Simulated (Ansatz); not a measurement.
The system is PbS (Galena).

```
Pb S
1.0
     0.00000    2.96575    2.96575
     2.96575    0.00000    2.96575
     2.96575    2.96575    0.00000
Pb S
1 1
Direct
  0.00000 0.00000 0.00000
  0.50000 0.50000 0.50000
```

* Program: Ansatz 0.2.0
* Task: relaxation of cell and atoms
* Functional: RPBE
* Dispersion: D3(BJ)
* Potentials or basis: Ansatz PAW
* Cutoff: 420 eV (not typed: the program's choice for these potentials)
* k mesh: 8 × 8 × 8
* Occupations: fermi-dirac, width 0.05 eV
* Spin: no spin polarisation

At the start: volume 26.09 Å³/atom.

Question: How do energy, volume and symmetry change on relaxing?

Answer: It ends after 6 steps and the volume is 21.74 Å³/atom (-16.7 %); space group Fm-3m (No. 225, to 0.05 Å).

Step by step:
```tsv
step	energy change (eV)	largest force (eV/Å)	volume (Å³)
1	0.0000	0.0000	52.17
2	-0.3255	0.0000	44.91
3	-0.3360	0.0000	42.93
4	-0.3378	0.0000	43.50
5	-0.3378	0.0000	43.47
6	-0.3370	0.0000	43.47
```

Final structure:
```
CELL_PARAMETERS angstrom
0.00000 2.79081 2.79081
2.79081 0.00000 2.79081
2.79081 2.79081 0.00000
ATOMIC_POSITIONS crystal
Pb 0.00000 0.00000 0.00000
S 0.50000 0.50000 0.50000
```

Caveat: the volume moved by over 15 % at a fixed basis, so the end points are rough; the plane-wave basis is chosen anew once the cell has moved, so the energies of steps on either side of that aren't comparable; the volume moved by -17 % from the deposited cell, more than functionals usually miss; the PAW data sets come from PBE, with cores solved anew for the run's functional, which leaves a small shift of forces and pressure.
